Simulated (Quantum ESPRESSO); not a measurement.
Te2Mo:

```
Mo Te
1.0
     2.07167    1.19608    6.26345
    -2.07167    1.19608    6.26345
     0.00000   -2.39216    6.26345
Mo Te
1 2
Direct
  0.00000 0.00000 0.00000
  0.25200 0.25200 0.25200
  0.74800 0.74800 0.74800
```

The cell was built by a generator and needn't be a form met in nature.

Base run:

```yaml
Program: Quantum ESPRESSO 7.5
Functional: revPBE
Potentials_or_basis: PseudoDojo 0.4.1 SR PBE standard
Cutoff: 1088 eV
Density_cutoff: 4354 eV
k_mesh: 5 × 5 × 5
Occupations: gaussian, width 0.05 eV
Spin: collinear spin, ferromagnetic start
Starting_moments: "[2.0, 0.0, 0.0] μB"
Hubbard_terms: Mo d U = 6 eV
```

Its results: band gap on the k mesh none (metal or under the smearing width); pressure 2.2 GPa; net moment 2.38 μB per cell; site moments Mo +2.58; Te -0.29 μB; largest force 0.151 eV/Å.

Question: After a change of settings the same cell gave: band gap on the k mesh none (metal or under the smearing width); pressure -1.9 GPa; net moment 2.43 μB per cell; site moments Mo +2.54; Te -0.26 μB; largest force 0.124 eV/Å. Which change was it?
A. functional from revPBE to PBEsol
B. functional from revPBE to LDA
C. functional from revPBE to RPBE
D. functional from revPBE to PW91

Answer: A.

PBEsol binds more tightly than revPBE, so the same cell stands under less pressure.

Caveats: the potentials were made for another functional, which shifts forces and pressure; the U is typed as a test and isn't derived for this compound.
